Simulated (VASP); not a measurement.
# VASP inputs for BN (strained database structure)

INCAR

```
LASPH = .TRUE.
NBANDS = 11
EDIFF = 1E-7
METAGGA = R2SCAN
ALGO = Normal
NELM = 120
ISMEAR = 0
IBRION = -1
LWAVE = .FALSE.
ENCUT = 520
PREC = Accurate
ISIF = 2
NSW = 0
LCHARG = .FALSE.
LREAL = .FALSE.
SIGMA = 0.01
```

KPOINTS

```
KPOINTS created by Atomic Simulation Environment
0
Gamma
12 12 12
0 0 0
```

KPOINTS_OPT

```
special points
11
Reciprocal
0.0000000000 0.0000000000 0.0000000000 1
-0.5000000000 -0.5000000000 -0.5000000000 1
-0.5000000000 -0.1994790226 -0.8005209774 1
-0.1994790226 0.1994790226 -0.5000000000 1
0.0000000000 0.0000000000 -0.5000000000 1
0.0000000000 0.3497395113 -0.3497395113 1
-0.3497395113 0.0000000000 -0.6502604887 1
-0.5000000000 0.0000000000 -0.5000000000 1
-0.1595832181 0.1595832181 -0.5000000000 1
0.0000000000 0.3098960000 -0.3098960000 1
0.0000000000 0.5000000000 0.5000000000 1
```

POSCAR

```
B  N
 1.0000000000000000
     1.2847525481896127    0.7417522295226640    3.3434476225036973
    -1.2847525481896127    0.7417522295226640    3.3434476225036973
     0.0000000000000000   -1.4835044590953275    3.3434476224926049
 B   N
   1   1
Cartesian
 -0.0000000000000000 -0.0000000000499839 10.0272142260225579
 -0.0000000000000000 -0.0000000000166371  3.3375456119490696
```

VASP ran with the recommended PBE PAW datasets (8 valence electrons in the cell).

Estimate the main results of this run.

gap between bands v and c 4.58 eV; least direct gap 5.17 eV; pressure -17.2 GPa.

Band v is the last that the valence electrons fill when counted band by band, and c is the next. Levels in eV from the top of v:

| point | v−1 | v | c | c+1 |
| --- | --- | --- | --- | --- |
| Γ | -1.45 | -1.45 | 5.50 | 11.71 |
| T | -1.47 | -1.47 | 10.61 | 11.63 |
| H_2 | -7.03 | -0.48 | 5.22 | 12.68 |
| H_0 | -7.03 | -0.48 | 5.22 | 12.68 |
| L | -4.14 | -0.56 | 5.72 | 9.79 |
| S_0 | -7.28 | -0.19 | 5.04 | 12.63 |
| S_2 | -7.28 | -0.19 | 5.04 | 12.63 |
| F | -4.21 | -1.20 | 4.58 | 9.69 |
